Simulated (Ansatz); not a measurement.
NaF: a vibration from a frozen displacement

Level of theory: DFT PBE, scalar-relativistic, plane waves, PAW in Ansatz. The runs took a 420 eV cutoff, a Γ-centred 8×8×8 mesh and Gaussian smearing (0.05 eV). No spin polarisation. Energies are free energies at this smearing, counted from the undisturbed cell; pressure is positive in compression.

The starting cell (as given, not relaxed at this level; it stands at 1.7 GPa):

```xyz
2
Lattice="0.0000 2.3233 2.3233 2.3233 0.0000 2.3233 2.3233 2.3233 0.0000" Properties=species:S:1:pos:R:3 pbc="T T T"
Na    0.0000    0.0000    0.0000
F     2.3233    2.3233    2.3233
```

Every F atom is moved by x along the Cartesian unit vector (0.000, 0.000, 1.000); the cell and all other atoms stay fixed. The cell's volume is 25.08 Å³; the moved atoms weigh 18.998 u together and the others 22.990 u. Some rows repeat others by symmetry and weren't run.

| x (Å) | ΔE (meV/cell) | total force on the moved atoms along the move (eV/Å) | pressure (GPa) |
| --- | --- | --- | --- |
| -0.2000 | 50.99 | 0.5676 | 2.9378 |
| -0.1750 | 38.01 | 0.4726 | 2.6327 |
| -0.1500 | 27.28 | 0.3875 | 2.3755 |
| -0.1250 | 18.56 | 0.3107 | 2.1630 |
| -0.1000 | 11.68 | 0.2406 | 1.9926 |
| -0.0750 | 6.49 | 0.1759 | 1.8622 |
| -0.0500 | 2.86 | 0.1151 | 1.7702 |
| -0.0250 | 0.71 | 0.0569 | 1.7155 |
| 0.0000 | 0.00 | 0.0000 | 1.6973 |
| 0.0250 | 0.71 | -0.0569 | 1.7155 |
| 0.0500 | 2.86 | -0.1151 | 1.7702 |
| 0.0750 | 6.49 | -0.1759 | 1.8622 |
| 0.1000 | 11.68 | -0.2406 | 1.9926 |
| 0.1250 | 18.56 | -0.3107 | 2.1630 |
| 0.1500 | 27.28 | -0.3875 | 2.3755 |
| 0.1750 | 38.01 | -0.4726 | 2.6327 |
| 0.2000 | 50.99 | -0.5676 | 2.9378 |

Task: What frequency belongs to this motion?

Result: The force constant is k = −dF/dx = 2.276 eV/Å², from the parabola through x = -0.0250, 0 and 0.0250. In every cell the moved atoms swing against the rest, so the mass is μ = m₁m₂/(m₁ + m₂) = 10.402 u, and ν̃ = 521.5 cm⁻¹ × √(|k|/μ) = 244 cm⁻¹, at this cell's pressure of 1.7 GPa. To first order in x, and within 1 %, the force on every atom lies along the move and, within each of the two groups, in proportion to the atom's mass, so this is itself a mode at the zone centre of this cell, taken without macroscopic field (the transverse frequency in a polar insulator).

Task: How far does the harmonic law reach?

Result: At x = -0.200 Å, kx²/2 = 45.52 meV against the computed 50.99 meV (+12.0 %): the well stiffens in this direction at large amplitude.

Task: The pressure changes with x². What does that say about the frequency under compression?

Result: With E = k(V)x²/2, k ∝ V^(−2γ) and x scaling with the cell as V^(1/3), P − P0 = −∂E/∂V = (2γ − 2/3) ΔE/V. At x = 0.0500 Å, V(P − P0) = 25.08 × 0.07293 / 160.2 eV = 11.42 meV and ΔE = 2.86 meV, so γ = 1/3 + V(P − P0)/(2ΔE) = 2.33. This is the Grüneisen parameter of the motion under uniform scaling of the cell: shrinking the cell evenly by 1 % in volume raises the frequency by about 2.33 %.